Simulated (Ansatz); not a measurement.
Runs of Ansatz 0.2.0 on Si2Mo. Symmetry: I4/mmm, No. 139, tetragonal system. The conventional cell has a = 3.200 Å, b = 3.200 Å, c = 7.861 Å, α = 90.00°, β = 90.00°, γ = 90.00°. Mo (site symmetry 4/mmm) has 10 Si at 2.62 Å as nearest neighbours. Around Si (site symmetry 4mm) lie 5 Si at 2.61 to 2.63 Å and 5 Mo at 2.62 Å. 

| task | level | U | cell | k mesh | cutoff (eV) | smearing | hubbard projectors | double counting | mesh quality | gap on the mesh (eV) | pressure (GPa) | relaxed volume (Å³/atom) | largest force (eV/Å) |
| --- | --- | --- | --- | --- | --- | --- | --- | --- | --- | --- | --- | --- | --- |
| single point | PBE | - | as given | 12 × 12 × 12 | 420 | gaussian 0.018 eV | - | - | not flagged | none | 2.2 | - | 0.28 |
| phonons | LDA | - | as given | 9 × 9 × 9 | 420 | fermi-dirac 0.05 eV | - | - | not flagged | none | - | - | - |
| relaxation of cell and atoms | BLYP+D3(BJ) | - | relaxed | 12 × 12 × 12 | 420 | fermi-dirac 0.05 eV | - | - | not flagged | - | 0.0 | 13.11 | - |
| single point | PBE | - | as given | 12 × 12 × 12 | 420 | gaussian 0.028 eV | - | - | not flagged | none | 2.2 | - | 0.28 |
| projected density of states | PBE+U | Mo d U = 6 eV | as given | 12 × 12 × 12 | 420 | fermi-dirac 0.05 eV | ortho-atomic (the default) | fll (the default) | not flagged | none | (a) | - | 0.69 |
| single point | PBE | - | as given | 12 × 12 × 12 | 420 | gaussian 0.014 eV | - | - | not flagged | none | 2.2 | - | 0.28 |
| single point | PBE | - | as given | 12 × 12 × 12 | 420 | gaussian 0.017 eV | - | - | not flagged | none | 2.2 | - | 0.28 |
| relaxation of cell and atoms | PBEsol+D3(BJ) | - | relaxed | 12 × 12 × 12 | 420 | fermi-dirac 0.05 eV | - | - | not flagged | none | 0.0 | 12.88 | - |
| relaxation of cell and atoms | PBE+D4 | - | relaxed | 12 × 12 × 12 | 420 | fermi-dirac 0.05 eV | - | - | not flagged | - | 0.0 | 13.19 | - |
| relaxation of cell and atoms | r2SCAN+D4 | - | relaxed | 12 × 12 × 12 | 500 | fermi-dirac 0.05 eV | - | - | not flagged | none | 0.0 | (b) | - |
| single point | r2SCAN0 | - | as given | 6 × 6 × 6 | 500 | fermi-dirac 0.1 eV | - | - | coarse | none | - | - | 0.53 |
| single point | PBE | - | as given | 12 × 12 × 12 | 420 | gaussian 0.027 eV | - | - | not flagged | none | 2.2 | - | 0.28 |

Alike in all rows: potentials or basis Ansatz PAW; no spin polarisation.

Estimate the missing entries.

(a) 1.2; (b) 13.24.

Caveats: some runs use coarse meshes; the PAW data sets come from PBE, with cores solved anew for the run's functional, which leaves a small shift of forces and pressure (some runs); the plane-wave basis is chosen anew once the cell has moved, so the energies of steps on either side of that aren't comparable (some runs); pairwise dispersion overbinds metals, which lowers pressure and volume (some runs); the potentials were made for another functional, which shifts forces and pressure (some runs); U without spin polarisation on a metal has little footing (some runs); the U is typed as a test and isn't derived for this compound (some runs); the density of states is complete only up to the lowest level of the last band computed (some runs).

A k mesh can miss the band edges, and the runs leave out spin-orbit coupling on Mo.

A gap of «none» marks a metal or a gap under the smearing width.

Not every run made on this cell is shown here.
